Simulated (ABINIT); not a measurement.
MoS2: single point with PBE

Crystal: MoS2.

```
Mo S
1.0
     3.22746    0.00000    0.00000
    -1.61373    2.79507    0.00000
     0.00000    0.00000    6.31247
Mo S
1 2
Direct
  0.00000 0.00000 0.50000
  0.66667 0.33333 0.74468
  0.33333 0.66667 0.25532
```

Measurements of this composition are mostly on another form, of space group No. 194.

```json
{"Program": "ABINIT 10.8.3 (patched build)", "Task": "single point", "Functional": "PBE", "Potentials or basis": "JTH PAW PBE v2.0", "Cutoff": "544 eV", "k mesh": "12 × 12 × 5", "Occupations": "fermi-dirac, width 0.05 eV", "Spin": "no spin polarisation"}
```

```
Pressure                                              : 1.1 GPa
Largest force                                         : 0.275 eV/Å
Band gap on the k mesh                                : none (metal or under the smearing width)
Valence electrons inside the program's atomic spheres : Mo 11.22; S 3.57
```

Forces on the atoms (eV/Å):
```
Mo   0.000  0.000  0.000
S    0.000  0.000  0.275
S    0.000  0.000 -0.275
```

Stress tensor (GPa, compression positive):
```
0.27 0.00 0.00
0.00 0.27 0.00
0.00 0.00 2.83
```

Levels at points of the mesh, in eV from the Fermi level:
| k point | band 10 | band 11 | band 12 | band 13 | band 14 | band 15 | band 16 | band 17 |
| --- | --- | --- | --- | --- | --- | --- | --- | --- |
| (0.00, 0.00, 0.00) | -1.86 | -1.08 | -0.97 | -0.97 | -0.34 | -0.34 | 3.16 | 3.16 |
| (0.50, 0.00, 0.00) | -4.11 | -3.21 | -1.79 | -1.74 | 0.91 | 1.69 | 3.60 | 3.80 |

Run time: 86 s on 1 thread of Arm Neoverse V1 (shared host), peak memory 0.17 GiB.

Caveat: this functional lacks dispersion, which binds the layers, so the pressure and a relaxed spacing across them are unreliable.
